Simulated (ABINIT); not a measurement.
# Te2Mo (P6_3/mmc) in ABINIT: settings compared

The runs below take Te2Mo through band structure, equation of state, with AM05, PBE.

All numbers are computed with ABINIT 10.8.3 (patched build); they aren't measurements. Logs are shortened: lines on timing, memory, paths and dates and some standing lists are left out, and cuts for length are marked. The log counts tension as positive stress, the text compression.

**Measured values to compare with.**

From “Broadband infrared study of pressure-tunable Fano resonance and metallization transition in 2H-MoTe2”, 2022, pmc:9569381, for a bulk crystal of Te2Mo at 300 K: band gap 0.88 ± 0.05 eV (indirect).

The runs below are set against these values where they give the same quantity.

**1. The structure**

Symmetry: P6_3/mmc, No. 194, hexagonal system. Conventional cell: a = 3.518 Å, b = 3.518 Å, c = 13.974 Å, α = 90.00°, β = 90.00°, γ = 120.00°. Te (site symmetry 3m) has 3 Mo at 2.72 Å as nearest neighbours. Mo (site symmetry -6m2) has 6 Te at 2.72 Å as nearest neighbours.

**2. Band structure, AM05**

run.abi reads:

```
ndtset 2

pp_dirpath "./"
pseudos "Te.GGA_PBE-JTH.xml, Mo.GGA_PBE-JTH.xml"

acell 6.6484344517 6.6484344517 26.4062769751
rprim
     1.0000000000     0.0000000000     0.0000000000
    -0.5000000000     0.8660254038     0.0000000000
     0.0000000000     0.0000000000     1.0000000000
ntypat 2
znucl 52 42
natom 6
typat 1 1 1 1 2 2
xred
     0.6666666667     0.3333333333     0.3790000000
     0.3333333333     0.6666666667     0.8790000000
     0.6666666667     0.3333333333     0.1210000000
     0.3333333333     0.6666666667     0.6210000000
     0.6666666667     0.3333333333     0.7500000000
     0.3333333333     0.6666666667     0.2500000000

ecut 15.0
pawecutdg 30.0
pawxcdev 0

ixc -120135

occopt 3
tsmear 0.00183747

nstep 100

iomode 3
prtwf 0
prteig 0
prtebands 0
prtden1 1
prtvha1 1
prtvclmb1 1
prtpot1 1

kptopt1 1
ngkpt1 9 9 2
nshiftk1 1
shiftk1 0.0 0.0 0.0
nband1 32
tolvrs1 1.0e-9

iscf2 -2
getden2 1
nband2 38
nbdbuf2 4
tolwfr2 1.0e-11
kptopt2 -7
ndivsm2 8
prteig2 1
kptbounds2
     0.0000000000     0.0000000000     0.0000000000
     0.5000000000     0.0000000000     0.0000000000
     0.3333333333     0.3333333333     0.0000000000
     0.0000000000     0.0000000000     0.0000000000
     0.0000000000     0.0000000000     0.5000000000
     0.5000000000     0.0000000000     0.5000000000
     0.3333333333     0.3333333333     0.5000000000
     0.0000000000     0.0000000000     0.5000000000
```

Potentials or basis: JTH PAW PBE v2.0.

Run with:

```
$ abinit run.abi > log 2>&1
```

run.abo:

```text
.Version 10.8.3 of ABINIT
 DATASET    1 : space group P6_3/m m c (#194); Bravais hP (primitive hexag.)
================================================================================
 Values of the parameters that define the memory need for DATASET  1.
     intxc =       0    ionmov =       0      iscf =      17    lmnmax =      18
     lnmax =       6     mgfft =      96  mpssoang =       3    mqgrid =    6511
     natom =       6  nloc_mem =       2    nspden =       1   nspinor =       1
    nsppol =       1      nsym =      24    n1xccc =       1    ntypat =       2
    occopt =       3   xclevel =       2
       mpw =        2818          nfft =       55296          nkpt =          24
 PAW method is used; the additional fine FFT grid is defined by:
   mgfftf=       135    nfftf =    174960
================================================================================
================================================================================

 DATASET    2 : space group P6_3/m m c (#194); Bravais hP (primitive hexag.)
================================================================================
 Values of the parameters that define the memory need for DATASET  2.
     intxc =       0    ionmov =       0      iscf =      -2    lmnmax =      18
     lnmax =       6     mgfft =      96  mpssoang =       3    mqgrid =    6511
     natom =       6  nloc_mem =       2    nspden =       1   nspinor =       1
    nsppol =       1      nsym =      24    n1xccc =       1    ntypat =       2
    occopt =       3   xclevel =       2
       mpw =        2838          nfft =       55296          nkpt =         209
 PAW method is used; the additional fine FFT grid is defined by:
   mgfftf=       135    nfftf =    174960
================================================================================
================================================================================

--------------------------------------------------------------------------------
------------- Echo of variables that govern the present computation ------------
--------------------------------------------------------------------------------
 -outvars: echo values of preprocessed input variables --------
            acell      6.6484344517E+00  6.6484344517E+00  2.6406276975E+01 Bohr
              amu      1.27600000E+02  9.59400000E+01
             ecut      1.50000000E+01 Hartree
           getden1          0
           getden2          1
             iscf1         17
             iscf2         -2
                       outvar_i_n : Printing only first  50 k-points.
              ixc     -120135
[... 3116 lines left out ...]
 length scales=  6.648434451700  6.648434451700 26.406276975100 bohr
              =  3.518199997635  3.518199997635 13.973599990536 angstroms
 Eigenvalues (hartree) for nkpt= 209  k points:
 kpt#   1, nband= 38, wtk=  1.00000, kpt=  0.0000  0.0000  0.0000 (reduced coord)
  -2.35948   -2.35948   -1.41185   -1.41185   -1.40702   -1.40702   -1.40702   -1.40702
  -0.60920   -0.59752   -0.57755   -0.55926   -0.34615   -0.29904   -0.24314   -0.19513
  -0.19513   -0.19465   -0.19465   -0.16630   -0.16596   -0.16596   -0.16460   -0.16460
  -0.14011   -0.12628   -0.02083   -0.02083   -0.01649   -0.01649   -0.01344   -0.01344
  -0.00389   -0.00389    0.07927    0.09790    0.14133    0.15418
 kpt#   2, nband= 38, wtk=  1.00000, kpt=  0.0135  0.0000  0.0000 (reduced coord)
  -2.35948   -2.35948   -1.41185   -1.41185   -1.40703   -1.40703   -1.40702   -1.40702
  -0.60910   -0.59742   -0.57748   -0.55920   -0.34604   -0.29894   -0.24318   -0.19536
  -0.19505   -0.19487   -0.19457   -0.16647   -0.16627   -0.16610   -0.16473   -0.16462
  -0.13975   -0.12638   -0.02131   -0.02078   -0.01693   -0.01635   -0.01394   -0.01369
  -0.00461   -0.00408    0.07990    0.09843    0.14130    0.15507
 kpt#   3, nband= 38, wtk=  1.00000, kpt=  0.0270  0.0000  0.0000 (reduced coord)
  -2.35948   -2.35948   -1.41185   -1.41185   -1.40706   -1.40706   -1.40703   -1.40703
  -0.60881   -0.59714   -0.57726   -0.55901   -0.34572   -0.29863   -0.24332   -0.19605
  -0.19554   -0.19483   -0.19432   -0.16793   -0.16652   -0.16617   -0.16513   -0.16470
  -0.13877   -0.12668   -0.02269   -0.02064   -0.01825   -0.01595   -0.01542   -0.01443
[... 1223 lines left out ...]
  -0.12980   -0.12979   -0.02158   -0.02158   -0.01956   -0.01955   -0.00996   -0.00996
  -0.00835   -0.00835    0.09416    0.09416    0.16598    0.16680
 kpt# 208, nband= 38, wtk=  1.00000, kpt=  0.0079  0.0079  0.5000 (reduced coord)
  -2.35948   -2.35948   -1.41185   -1.41185   -1.40703   -1.40703   -1.40702   -1.40702
  -0.60461   -0.60460   -0.56711   -0.56710   -0.32787   -0.32787   -0.20360   -0.20359
  -0.19512   -0.19512   -0.19481   -0.19481   -0.16542   -0.16542   -0.16531   -0.16531
  -0.12976   -0.12975   -0.02019   -0.02018   -0.01966   -0.01966   -0.00824   -0.00824
  -0.00782   -0.00782    0.09242    0.09242    0.16493    0.16623
 kpt# 209, nband= 38, wtk=  1.00000, kpt=  0.0000  0.0000  0.5000 (reduced coord)
  -2.35948   -2.35948   -1.41185   -1.41185   -1.40702   -1.40702   -1.40702   -1.40702
  -0.60471   -0.60470   -0.56718   -0.56717   -0.32797   -0.32797   -0.20348   -0.20347
  -0.19489   -0.19489   -0.19489   -0.19489   -0.16527   -0.16527   -0.16527   -0.16527
  -0.12975   -0.12974   -0.01971   -0.01971   -0.01970   -0.01970   -0.00764   -0.00764
  -0.00764   -0.00764    0.09183    0.09183    0.16433    0.16737

== END DATASET(S) ==============================================================
================================================================================

 -outvars: echo values of variables after computation  --------
            acell      6.6484344517E+00  6.6484344517E+00  2.6406276975E+01 Bohr
           etotal1    -1.7096277994E+02
            fcart1    -1.3500146752E-28 -1.7147489395E-28 -1.1311772739E-03
                       1.4850161428E-28  3.8971566807E-29 -1.1311772739E-03
                      -9.4501027267E-29 -7.7943133615E-30  1.1311772739E-03
                       2.7000293505E-29  1.0912038706E-28  1.1311772739E-03
                       2.7000293505E-29  2.0265214740E-28 -3.6140072416E-20
                       2.7000293505E-29 -1.7147489395E-28 -3.6140072416E-20
            rprim      1.0000000000E+00  0.0000000000E+00  0.0000000000E+00
                      -5.0000000000E-01  8.6602540380E-01  0.0000000000E+00
                       0.0000000000E+00  0.0000000000E+00  1.0000000000E+00
           strten1     2.4586378536E-05  2.4586377628E-05 -1.3406137272E-05
                       0.0000000000E+00  0.0000000000E+00  0.0000000000E+00
           xangst      1.7590999988E+00  1.0156168579E+00  5.2959943964E+00
                       1.4305336964E-17  2.0312337157E+00  1.2282794392E+01
                       1.7590999988E+00  1.0156168579E+00  1.6908055989E+00
                       1.4305336964E-17  2.0312337157E+00  8.6776055941E+00
                       1.7590999988E+00  1.0156168579E+00  1.0480199993E+01
                       1.4305336964E-17  2.0312337157E+00  3.4933999976E+00
             xred      6.6666666667E-01  3.3333333333E-01  3.7900000000E-01
                       3.3333333333E-01  6.6666666667E-01  8.7900000000E-01
                       6.6666666667E-01  3.3333333333E-01  1.2100000000E-01
                       3.3333333333E-01  6.6666666667E-01  6.2100000000E-01
                       6.6666666667E-01  3.3333333333E-01  7.5000000000E-01
                       3.3333333333E-01  6.6666666667E-01  2.5000000000E-01
 Calculation completed.
```

Run time: 9.3 min. Hardware: 1 thread of Arm Neoverse V2, shared host; peak memory 0.49 GiB.

What came out:

```yaml
Free_energy: -4652.1342 eV
Pressure: -0.4 GPa
Largest_force: 0.058 eV/Å
Band_gap_on_the_k_mesh: 0.74 eV, indirect (least direct gap 1.04 eV)
Band_gap_along_the_path: 0.66 eV, indirect (least direct gap 1.04 eV)
Valence_electrons_inside_the_program's_atomic_spheres: Te 3.17, 3.16; Mo 11.25
```

Forces in eV/Å, atoms in the order of the input:
```
Te   0.000  0.000 -0.058
Te   0.000  0.000 -0.058
Te   0.000  0.000  0.058
Te   0.000  0.000  0.058
Mo   0.000  0.000  0.000
Mo   0.000  0.000  0.000
```

Stress tensor (GPa, compression positive):
```
-0.72  0.00  0.00
 0.00 -0.72  0.00
 0.00  0.00  0.39
```

Levels at the corners of the path, in eV from the valence-band top:
```tsv
point	band 22	band 23	band 24	band 25	band 26	band 27	band 28	band 29	band 30	band 31
Γ	-1.08	-1.04	-1.04	-0.38	0.00	2.87	2.87	2.99	2.99	3.07
M	-1.85	-1.09	-1.00	-0.65	-0.37	1.26	1.32	1.42	1.75	2.55
K	-3.20	-1.88	-1.88	-0.33	-0.09	0.95	0.95	1.09	2.14	2.27
Γ	-1.08	-1.04	-1.04	-0.38	0.00	2.87	2.87	2.99	2.99	3.07
A	-1.06	-1.06	-1.06	-0.09	-0.09	2.90	2.90	2.90	2.90	3.23
L	-1.97	-1.02	-1.02	-0.51	-0.51	1.28	1.28	1.60	1.60	2.99
H	-2.82	-2.04	-2.04	-0.23	-0.23	0.96	0.96	1.57	1.57	2.35
A	-1.06	-1.06	-1.06	-0.09	-0.09	2.90	2.90	2.90	2.90	3.23
```

Caveat: the PAW data sets were made with another functional, which shifts forces and pressure a little; spin-orbit coupling is left out, which moves the levels of the heavy elements; this functional lacks dispersion, which binds the layers, so the pressure and a relaxed spacing across them are unreliable.

**3. Equation of state, PBE**

run.abi reads:

```
# Datasets: one volume each
ndtset 7
getwfk -1
scalecart1 3*0.9795861087
scalecart2 3*0.9864848297
scalecart3 3*0.9932883884
scalecart4 3*1.0000000000
scalecart5 3*1.0066227096
scalecart6 3*1.0131594038
scalecart7 3*1.0196128224

# Pseudopotentials
pp_dirpath "./"
pseudos "Te.GGA_PBE-JTH.xml, Mo.GGA_PBE-JTH.xml"

# Structure
acell 6.6484344517 6.6484344517 26.4062769751
rprim
     1.0000000000     0.0000000000     0.0000000000
    -0.5000000000     0.8660254038     0.0000000000
     0.0000000000     0.0000000000     1.0000000000
ntypat 2
znucl 52 42
natom 6
typat 1 1 1 1 2 2
xred
     0.6666666667     0.3333333333     0.3790000000
     0.3333333333     0.6666666667     0.8790000000
     0.6666666667     0.3333333333     0.1210000000
     0.3333333333     0.6666666667     0.6210000000
     0.6666666667     0.3333333333     0.7500000000
     0.3333333333     0.6666666667     0.2500000000

# Plane-wave basis
ecut 353.748021 eV
pawecutdg 26.0
pawxcdev 0

# k points
kptopt 1
ngkpt 9 9 2
nshiftk 1
shiftk 0.0 0.0 0.0

# Exchange and correlation
ixc 11

# Bands and occupations
nband 32
occopt 3
tsmear 0.00183747

# SCF cycle
nstep 100
tolvrs 1.0e-9

# Output
iomode 3
prtwf 1
prtden 0
prteig 0
prtebands 0
enunit 2
```

Potentials or basis: JTH PAW PBE v2.0.

Run with:

```
$ abinit run.abi > log 2>&1
```

Wall time 8.3 min (1 thread of Arm Neoverse V2, shared host); peak memory 0.2 GiB.

The run converged. Its results:

```yaml
Equilibrium_volume: 25.93 Å³/atom
Bulk_modulus_at_fixed_shape_and_positions: 95 GPa
Pressure_derivative_of_the_bulk_modulus: "4.2 (rough: it moves with the points fitted)"
```

Energy against volume, from the lowest point:
| volume (Å³/atom) | energy (meV/atom) |
| --- | --- |
| 23.467 | 82.56 |
| 23.966 | 50.68 |
| 24.466 | 27.04 |
| 24.965 | 11.32 |
| 25.464 | 2.52 |
| 25.963 | 0.00 |
| 26.463 | 3.09 |

Caveat: pressures at fixed basis lie under the slope of the energies; the cell was scaled at fixed shape and fractional positions, which overstates the stiffness of a crystal with free parameters, most of all of layers and chains; this functional lacks dispersion, which binds the layers, so the pressure and a relaxed spacing across them are unreliable. Spin-orbit coupling is left out, which matters for the levels of Te.

**4. Comparison with measurements**

Step 2. Measured gap of Te2Mo: 0.88 eV (indirect; 300 K; quoted in “Broadband infrared study of pressure-tunable Fano resonance and metallization transition in 2H-MoTe2”, 2022, pmc:9569381). This calculation gives 0.66 eV (-0.22 eV). Spin-orbit coupling on Mo, Te is left out. The value is that of AM05, without temperature or zero-point motion. Semilocal functionals fall short of measured gaps as a rule.
